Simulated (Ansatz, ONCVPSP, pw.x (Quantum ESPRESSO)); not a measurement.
# What a changed setting does to a pw.x run (bcc Hf)

Potential: optimised norm-conserving Vanderbilt (ONCV), ONCVPSP 4.0.1.1 (patched build), PBE; core [Kr] 4d10 4f14, reference 5s2 5p6 5d2 6s2; waves: 5s+6s: rc 2.10 bohr, ncon 4, nbas 7, qcut 4.4 1/bohr, 2 projectors; 5p: rc 1.70 bohr, ncon 4, nbas 8, qcut 7.1 1/bohr, 2 projectors, debl 3.3 Ha; 5d: rc 2.10 bohr, ncon 4, nbas 7, qcut 4.7 1/bohr, 3 projectors, debl 2.9 Ha; local part: polynomial inside 1.70 bohr (lpopt 3, dvloc0 0 Ha); core correction: Teter function, fcfact 3, rcfact 1.7.

The reference run (k-mesh 13³, cutoffs 70/280 Ry, Fermi–Dirac 0.01 Ry, mixing_beta 0.4, conv_thr 1e-9, no spin) gives -0.47 GPa at 22.374 Å³/atom, where all-electron LAPW gives 0.21 GPa. This run, with its own iteration cap, changes mixing_mode to TF.

```
&control
  calculation='scf', prefix='x', pseudo_dir='./', outdir='./tmp', tstress=.true., disk_io='none'
/
&system
  ibrav=0, nat=1, ntyp=1, ecutwfc=70, ecutrho=280, nbnd=14,
  occupations='smearing', smearing='fd', degauss=0.01
/
&electrons
  conv_thr=1e-09, mixing_beta=0.4, electron_maxstep=60, mixing_mode='TF'
/
ATOMIC_SPECIES
Hf 1.0 Hf.UPF
CELL_PARAMETERS angstrom
  -1.77512067 1.77512067 1.77512067
  1.77512067 -1.77512067 1.77512067
  1.77512067 1.77512067 -1.77512067
ATOMIC_POSITIONS crystal
Hf 0.0000 0.0000 0.0000
K_POINTS automatic
13 13 13 0 0 0
```

```bash
pw.x < Hf.scf.in > Hf.scf.out
```

How does the run end?

It converges in 7 iterations; the free energy moves by +0.0 meV/atom and the pressure by +0.00 GPa. The result is that of the reference run.

```
Message from routine setup:
     using ibrav=0 with symmetry is DISCOURAGED, use correct ibrav instead
     lattice parameter (alat)  =       5.8102  a.u.
     unit-cell volume          =     150.9872 (a.u.)^3
     number of electrons       =        12.00
     number of Kohn-Sham states=           14
     kinetic-energy cutoff     =      70.0000  Ry
     charge density cutoff     =     280.0000  Ry
     scf convergence threshold =      1.0E-09
     Exchange-correlation= PBE
     number of k points=    84  Fermi-Dirac smearing, width (Ry)=  0.0100
     iteration #  1     ecut=    70.00 Ry     beta= 0.40
     total energy              =    -111.82795685 Ry
     estimated scf accuracy    <       0.01651793 Ry
     iteration #  2     ecut=    70.00 Ry     beta= 0.40
     total energy              =    -111.82411520 Ry
     estimated scf accuracy    <       0.00824990 Ry
     iteration #  3     ecut=    70.00 Ry     beta= 0.40
     total energy              =    -111.82535864 Ry
     estimated scf accuracy    <       0.00005174 Ry
     iteration #  4     ecut=    70.00 Ry     beta= 0.40
     total energy              =    -111.82536262 Ry
     estimated scf accuracy    <       0.00002313 Ry
     iteration #  5     ecut=    70.00 Ry     beta= 0.40
     total energy              =    -111.82536821 Ry
     estimated scf accuracy    <       0.00000079 Ry
     iteration #  6     ecut=    70.00 Ry     beta= 0.40
     total energy              =    -111.82536833 Ry
     estimated scf accuracy    <       0.00000001 Ry
     iteration #  7     ecut=    70.00 Ry     beta= 0.40
     the Fermi energy is    14.1665 ev
!    total energy              =    -111.82536833 Ry
     estimated scf accuracy    <          6.6E-10 Ry
     smearing contrib. (-TS)   =      -0.00883629 Ry
     The total energy is F=E-TS. E is the sum of the following terms:
     one-electron contribution =     -21.06032722 Ry
     hartree contribution      =      14.67192716 Ry
     xc contribution           =     -27.31650858 Ry
     ewald contribution        =     -78.11162341 Ry
     convergence has been achieved in   7 iterations
          total   stress  (Ry/bohr**3)                   (kbar)     P=       -4.74
     Message from routine punch:
     Nothing written, as per user request (disk_io='none')
```

The run took about 12 s on one core of a shared host (Neoverse-V2, 96 threads, 742 GiB, load 58).
